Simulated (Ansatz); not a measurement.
Wanted: the native input for an Ansatz 0.2.0 run.

```yaml
Task: band structure
Functional: PBEsol
Potentials_or_basis: Ansatz PAW
Cutoff: "420 eV (not typed: the program's choice for these potentials)"
k_mesh: 10 × 10 × 10
Occupations: fermi-dirac, width 0.05 eV
Spin: no spin polarisation
Path: "[[\"G\", \"X\", \"W\", \"K\", \"G\", \"L\", \"U\", \"W\", \"L\", \"K\"], [\"U\", \"X\"]]"
Points_for_each_segment_of_the_path: 14
```

Crystal: Hf.

```
Hf
1.0
     0.00000    2.22000    2.22000
     2.22000    0.00000    2.22000
     2.22000    2.22000    0.00000
Hf
1
Direct
  0.00000 0.00000 0.00000
```

This isn't the form of Hf at room conditions, which is hcp.

The input as run:

input.yaml

```yaml
crystal:
  lattice:
    - [0.0, 2.22, 2.22]
    - [2.22, 0.0, 2.22]
    - [2.22, 2.22, 0.0]
  atoms:
    - { symbol: Hf, position: [0.0, 0.0, 0.0] }
hamiltonian:
  xc: pbesol
  pseudopotentials: { kind: paw }
kpoints:
  mp_grid: { grid: [10, 10, 10] }
  band_path:
    path:
      - [[0.0, 0.0, 0.0], [0.5, 0.0, 0.5], [0.5, 0.25, 0.75], [0.375, 0.375, 0.75], [0.0, 0.0, 0.0], [0.5, 0.5, 0.5], [0.625, 0.25, 0.625], [0.5, 0.25, 0.75], [0.5, 0.5, 0.5], [0.375, 0.375, 0.75]]
      - [[0.625, 0.25, 0.625], [0.5, 0.0, 0.5]]
    npoints: 14
scf:
  occupations: { method: fermi_dirac, width: 0.05 }
  n_extra_bands: 6
output:
  forces: true
  stress: true
  eigenvalues: true
  fatbands: true
```

Potentials or basis: Ansatz PAW.

The run is started by

```sh
$ ansatz run input.yaml --threads 2 --pin off --max-ram 5632MiB --backend cpu --events-out ev --progress --plain --runs-dir out
```

Results of the run:

| Property | Result |
| --- | --- |
| Pressure | -1.7 GPa |
| Band gap on the k mesh | none (metal or under the smearing width) |

Caveat: spin-orbit coupling is left out, which moves the levels of the heavy elements; the PAW data sets come from PBE, with cores solved anew for the run's functional, which leaves a small shift of forces and pressure.

It took 1.9 s on 2 threads of Intel(R) Xeon(R) Platinum 8375C CPU @ 2.90GHz (Ice Lake), with other jobs on the host, peak memory 0.35 GiB.
